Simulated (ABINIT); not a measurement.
Input of an ABINIT 10.8.3 (patched build) run:

The input run.abi:

```
# Pseudopotentials
pp_dirpath "./"
pseudos "Mn.GGA_PBE-JTH.xml, S.GGA_PBE-JTH.xml"

# Structure
acell 3*1.0 Angstrom
rprim
     3.9535769233     0.0000000000     0.0000000000
    -1.9767884617     3.4238980514     0.0000000000
     0.0000000000     0.0000000000     6.3425288600
ntypat 2
znucl 25 16
natom 4
typat 1 1 2 2
xcart
     1.9767884618     1.1412993504     3.1639367161
    -0.0000000002     2.2825987010     6.3352011461
    -0.0000000002     2.2825987010     3.9714017186
     1.9767884618     1.1412993504     0.8001372886 Angstrom

# Plane-wave basis
ecut 26.0
pawecutdg 48.0
pawxcdev 0

# k points
kptopt 1
ngkpt 8 8 4
nshiftk 1
shiftk 0.0 0.0 0.0

# Exchange and correlation
ixc -116133

# Bands and occupations
nband 28
occopt 3
tsmear 0.00183747

# Spin
nsppol 2
spinat
     0.0000000000     0.0000000000     4.0000000000
     0.0000000000     0.0000000000     4.0000000000
     0.0000000000     0.0000000000     0.0000000000
     0.0000000000     0.0000000000     0.0000000000

# SCF cycle
nstep 100
tolvrs 1.0e-9

# Output
iomode 3
prtwf 0
prteig 0
prtebands 0
enunit 1
prtden 1
prtvha 1
prtvclmb 1
prtpot 1
```

Potentials or basis: JTH PAW PBE v2.0.

Command:

```console
$ mpirun --bind-to none -np 4 abinit run.abi > log 2>&1
```

(1) Predict the net moment.

(2) Predict the pressure.

(3) Estimate the site moments.

(4) Predict the band gap on the k mesh.

Answers

(1) 9.82 μB per cell.

(2) -0.3 GPa.

(3) Mn +4.16; S +0.11 μB.

(4) none (metal or under the smearing width).

Caveat: the PAW data sets were made with another functional, which shifts forces and pressure a little; semilocal functionals often make such compounds metallic where correlation or magnetic order opens a gap, which also shifts bond lengths.
